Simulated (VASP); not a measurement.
# InAs (F-43m) in VASP: a series of runs

One crystal, InAs, is run at these levels: PBE, r2SCAN; tasks: relaxation of cell and atoms, relaxation of the atoms.

Program: VASP 6.6.1. These are calculated values, not measurements. Logs are shortened: lines on timing, memory, paths and dates and some standing lists are left out, and cuts for length are marked.

### 1 Starting point

The structure is cubic, space group F-43m (No. 216). Conventional cell: a = 6.036 Å, b = 6.036 Å, c = 6.036 Å, α = 90.00°, β = 90.00°, γ = 90.00°. In (site symmetry -43m) has 4 As at 2.61 Å as nearest neighbours. As (site symmetry -43m) has 4 In at 2.61 Å as nearest neighbours.

### 2 Relaxation of cell and atoms, PBE

The input, INCAR:

```
SYSTEM = InAs
ALGO = Normal
EDIFF = 1E-6
EDIFFG = -0.01
ENCUT = 600
GGA = PE
IBRION = 2
ISIF = 3
ISMEAR = 0
LASPH = .TRUE.
LCHARG = .FALSE.
LREAL = .FALSE.
LWAVE = .FALSE.
NELM = 80
NSW = 90
PREC = Accurate
SIGMA = 0.03
```

The input, KPOINTS:

```
k-points
0
G
  10 10 10
  0 0 0
```

The input, POSCAR:

```
InAs
1.0
    0.0000000000      3.0180000000      3.0180000000
    3.0180000000      0.0000000000      3.0180000000
    3.0180000000      3.0180000000      0.0000000000
In As
1 1
Direct
    0.0000000000      0.0000000000      0.0000000000
    0.2500000000      0.2500000000      0.2500000000
```

Potentials or basis: VASP PAW PBE potentials, release 64 (In_d, As).

Command:

```bash
$ cat potpaw_PBE.64/In_d/POTCAR potpaw_PBE.64/As/POTCAR > POTCAR
$ mpirun -np 1 vasp_std > vasp.out
```

OUTCAR:

```text
SYSTEM = InAs
   EDIFF = 1E-6
   EDIFFG = -0.01
   ENCUT = 600
   GGA = PE
   IBRION = 2
   ISIF = 3
   ISMEAR = 0
   LASPH = .TRUE.
   LREAL = .FALSE.
   NELM = 80
   NSW = 90
   PREC = Accurate

 ion  position               nearest neighbor table
   1  0.000  0.000  0.000-   2 2.61   2 2.61   2 2.61   2 2.61
   2  0.250  0.250  0.250-   1 2.61   1 2.61   1 2.61   1 2.61

  LATTYP: Found a face centered cubic cell.
 ALAT       =     6.0360000000

  Lattice vectors:

 A1 = (   0.0000000000,   3.0180000000,   3.0180000000)
 A2 = (   3.0180000000,   0.0000000000,   3.0180000000)
 A3 = (   3.0180000000,   3.0180000000,   0.0000000000)

Analysis of symmetry for initial positions (statically):
=====================================================================
 Subroutine PRICEL returns:
 Original cell was already a primitive cell.

 Routine SETGRP: Setting up the symmetry group for a
 face centered cubic supercell.

 Subroutine GETGRP returns: Found 24 space group operations
 (whereof 24 operations were pure point group operations)
 out of a pool of 48 trial point group operations.

The static configuration has the point symmetry T_d .

Analysis of symmetry for dynamics (positions and initial velocities):
=====================================================================
 Subroutine PRICEL returns:
 Original cell was already a primitive cell.

 Routine SETGRP: Setting up the symmetry group for a
 face centered cubic supercell.

 Subroutine GETGRP returns: Found 24 space group operations
 (whereof 24 operations were pure point group operations)
 out of a pool of 48 trial point group operations.

The dynamic configuration has the point symmetry T_d .

 Subroutine INISYM returns: Found 24 space group operations
 (whereof 24 operations are pure point group operations),
 and found     1 'primitive' translations

----------------------------------------------------------------------------------------

                                     Primitive cell

  volume of cell :      54.9778

  direct lattice vectors                    reciprocal lattice vectors
     0.000000000  3.018000000  3.018000000    -0.165672631  0.165672631  0.165672631
     3.018000000  0.000000000  3.018000000     0.165672631 -0.165672631  0.165672631
     3.018000000  3.018000000  0.000000000     0.165672631  0.165672631 -0.165672631

  length of vectors
     4.268096531  4.268096531  4.268096531     0.286953414  0.286953414  0.286953414

  position of ions in fractional coordinates (direct lattice)
     0.000000000  0.000000000  0.000000000
     0.250000000  0.250000000  0.250000000

  ion indices of the primitive-cell ions
   primitive index   ion index
                 1           1
                 2           2

----------------------------------------------------------------------------------------
[... 71 lines left out ...]
   LREAL  =      F    real-space projection
   EDIFFG = -.1E-01   stopping-criterion for IOM
   NSW    =     90    number of steps for IOM
   IBRION =      2    ionic relax: 0-MD 1-quasi-New 2-CG
   NFREE  =      1    steps in history (QN), initial steepest desc. (CG)
   ISIF   =      3    stress and relaxation
   ISYM   =      2    0-nonsym 1-usesym 2-fastsym
   POTIM  = 0.5000    time-step for ionic-motion
   TEBEG  =    0.0;   TEEND  =   0.0 temperature during run
   PSTRESS=    0.0 pullay stress
   NELECT =      18.0000    total number of electrons
   NUPDOWN=      -1.0000    fix difference up-down
   EMIN   =  10.00;   EMAX   =-10.00  energy-range for DOS
   EFERMI =   0.00;   METHOD = LEGACY
   ISMEAR =     0;   SIGMA  =   0.03  broadening in eV -4-tet -1-fermi 0-gaus
   EFERMI_NEDOS =   21; number of points for ismear=-14 and -15
   IALGO  =     38    algorithm
   IMIX   =      4    mixing-type and parameters
     AMIX     =   0.40;   BMIX     =  1.00
     AMIX_MAG =   1.60;   BMIX_MAG =  1.00
  volume/ion in A,a.u.               =      27.49       185.50
  Fermi-wavevector in a.u.,A,eV,Ry     =   1.128331  2.132236 17.321990  1.273130
  Thomas-Fermi vector in A             =   2.265020
   LORBIT       =      0    0 simple, 1 ext, 2 COOP (PROOUT), +10 PAW based schemes
   GGA     = PE    functional components
   LHFCALC =     F    Hartree Fock is set to
   AEXX    =    0.0000 exact exchange contribution
   IVDW    =     0    specifies the selected vdW correction
   LEPSILON=     F    determine dielectric tensor
   LRPA    =     F    only Hartree local field effects (RPA)
 conjugate gradient relaxation of ions
 non-spin polarized calculation
 Gauss-broadening in eV      SIGMA  =   0.03
  energy-cutoff  :      600.00
  volume of cell :       54.98
 maximum number of plane-waves:      1854
 NGX is ok and might be reduce to    36
   NGX = 17   NGY = 17   NGZ = 17

--------------------------------------- Ionic step        1  -------------------------------------------

 number of electron      18.0000003 magnetization

 Free energy of the ion-electron system (eV)
  ---------------------------------------------------
  ext. energy  EPLUGINS =         0.00000000
  ---------------------------------------------------
  free energy    TOTEN  =        -7.66432656 eV

  energy without entropy =       -7.66428028  energy(sigma->0) =       -7.66430342

 E-fermi :   4.5720     XC(G=0):  -9.1171

 val. band max:        4.5628858329   @ k =   0.0000   0.0000   0.0000
 cond. band min:       5.5303096809   @ k =   0.1000   0.0000   0.0000
 fundamental gap:      0.9674238480
 Fermi energy:         4.5720228710

 k-point     1 :       0.0000    0.0000    0.0000
  band No.  band energies     occupation
      1      -9.8397      2.00000
      2      -9.8397      2.00000
      3      -9.8397      2.00000
      4      -9.7115      2.00000
      5      -9.7115      2.00000
      6      -7.3339      2.00000
      7       4.3956      2.00000
      8       4.5629      1.33333
      9       4.5629      1.33333
     10       4.5629      1.33333
     11       8.4732      0.00000
     12       8.4732      0.00000
     13       8.4732      0.00000
[... 439 lines left out ...]
--------------------------------------- Ionic step        3  -------------------------------------------

 number of electron      17.9999997 magnetization

 Free energy of the ion-electron system (eV)
  ---------------------------------------------------
  ext. energy  EPLUGINS =         0.00000000
  ---------------------------------------------------
  free energy    TOTEN  =        -7.71858625 eV

  energy without entropy =       -7.71853997  energy(sigma->0) =       -7.71856311

 E-fermi :   3.8424     XC(G=0):  -8.7922

 val. band max:        3.8332576447   @ k =   0.0000   0.0000   0.0000
 cond. band min:       4.5767221508   @ k =   0.1000   0.0000   0.0000
 fundamental gap:      0.7434645061
 Fermi energy:         3.8423946651

 k-point     1 :       0.0000    0.0000    0.0000
  band No.  band energies     occupation
      1     -10.4331      2.00000
      2     -10.4331      2.00000
      3     -10.4331      2.00000
      4     -10.3335      2.00000
      5     -10.3335      2.00000
      6      -7.6033      2.00000
      7       3.2866      2.00000
      8       3.8333      1.33334
      9       3.8333      1.33333
     10       3.8333      1.33333
     11       7.7058      0.00000
     12       7.7058      0.00000
     13       7.7058      0.00000
[... 397 lines left out ...]
  FREE ENERGIE OF THE ION-ELECTRON SYSTEM (eV)
  ---------------------------------------------------
  free  energy   TOTEN  =        -7.7185862485 eV

  energy  without entropy=       -7.7185399697  energy(sigma->0) =       -7.71856311

 reached required accuracy - stopping structural energy minimisation
```

OSZICAR:

```text
N       E                     dE             d eps       ncg     rms          rms(c)
DAV:   1     0.120321918384E+03    0.12032E+03   -0.92974E+03  1227   0.166E+03
[... 27 lines left out ...]
DAV:   2    -0.774165220468E+01    0.14287E+00   -0.32292E-01  1462   0.146E+01    0.912E-01
DAV:   3    -0.771907790064E+01    0.22574E-01   -0.69244E-02  1592   0.579E+00    0.531E-01
DAV:   4    -0.771887688849E+01    0.20101E-03   -0.25968E-03  1232   0.514E-01    0.368E-01
DAV:   5    -0.771858451656E+01    0.29237E-03   -0.36593E-04  1485   0.208E-01    0.131E-01
DAV:   6    -0.771859527905E+01   -0.10762E-04   -0.14266E-04  1855   0.157E-01    0.348E-02
DAV:   7    -0.771858598968E+01    0.92894E-05   -0.18776E-05  1530   0.742E-02    0.541E-03
DAV:   8    -0.771858624845E+01   -0.25878E-06   -0.15394E-06   846   0.275E-02
   3 F= -.77185862E+01 E0= -.77185631E+01  d E =-.542597E-01
```

Wall time 2.7 min (1 thread of Intel Xeon Platinum 8375C at 2.90GHz (Ice Lake), shared host); peak memory 0.23 GiB.

What came out:

```yaml
Free_energy: -7.7186 eV
Relaxed_volume: 29.62 Å³/atom
Relaxed_cell: a = 4.376 Å, b = 4.376 Å, c = 4.376 Å, α = 60.00°, β = 60.00°, γ = 60.00°
Space_group_after_relaxing_to_0.05_Å: F-43m (No. 216)
Energy_gained_by_relaxing: 27.1 meV/atom
Ionic_steps: 3
Pressure_after_relaxing: 0.0 GPa
Band_gap_on_the_k_mesh: none (metal or under the smearing width)
```

Step by step:
| step | energy change (eV) | largest force (eV/Å) | pressure (GPa) | volume (Å³) |
| --- | --- | --- | --- | --- |
| 1 | 0.0000 | 0.0000 | 4.37 | 54.98 |
| 2 | -0.0455 | 0.0000 | -1.45 | 61.16 |
| 3 | -0.0543 | 0.0000 | 0.03 | 59.24 |

Final structure:
```
In As
1.0
     0.00000    3.09413    3.09413
     3.09413    0.00000    3.09413
     3.09413    3.09413    0.00000
In As
1 1
Direct
  0.00000 0.00000 0.00000
  0.25000 0.25000 0.25000
```

Levels at points of the mesh, in eV from the Fermi level:
```
           k point  band 7  band 8  band 9  band 10  band 11  band 12
(0.00, 0.00, 0.00)   -0.56   -0.01   -0.01    -0.01     3.86     3.86
(0.50, 0.00, 0.00)   -5.44   -0.90   -0.90     0.80     4.62     4.62
(0.50, 0.50, 0.00)   -5.56   -2.11   -2.11     1.65     2.03     8.74
```

Caveat: this crystal is a semiconductor, whose small gap the functional closes, so the metal is an error of the method. PBE usually gives volumes a little too large and moduli too small.

(Part 1 of 2 ends here.)
